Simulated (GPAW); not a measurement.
Se, 3 atoms in the cell. The structure is trigonal, space group P3_121 (No. 152). Conventional cell: a = 4.366 Å, b = 4.366 Å, c = 4.954 Å, α = 90.00°, β = 90.00°, γ = 120.00°. Around Se (site symmetry 2) lie 2 Se at 2.37 Å. 

| Item | Value |
| --- | --- |
| Program | GPAW 26.7.0 |
| Task | relaxation of cell and atoms |
| Functional | r2SCAN |
| Potentials or basis | GPAW PAW data sets (gpaw-data 1.2.1) |
| Cutoff | 600 eV |
| Basis | pw |
| k mesh | 5 × 5 × 4 |
| Occupations | fermi-dirac, width 0.05 eV |
| Spin | no spin polarisation |
| Maxiter | 150 |
| Optimizer | BFGS |
| Fmax | 0.02 eV/Å |
| Max steps | 100 |
| Convergence | density=1e-06 energy=1e-06 eigenstates=1e-10 |

Potentials or basis: GPAW PAW data sets (gpaw-data 1.2.1), pw.

Command:

```bash
$ OMP_NUM_THREADS=1 python run.py
```

Hardware: 1 thread of Arm Neoverse V2, with other jobs on the host.

Question: Estimate the wall time of this run.

Answer: It took 26 min on 1 thread of Arm Neoverse V2 (shared host), peak memory 0.77 GiB. Counts: scf iterations 207, plane waves 2756, bands 19, k points 33, ion steps 13.
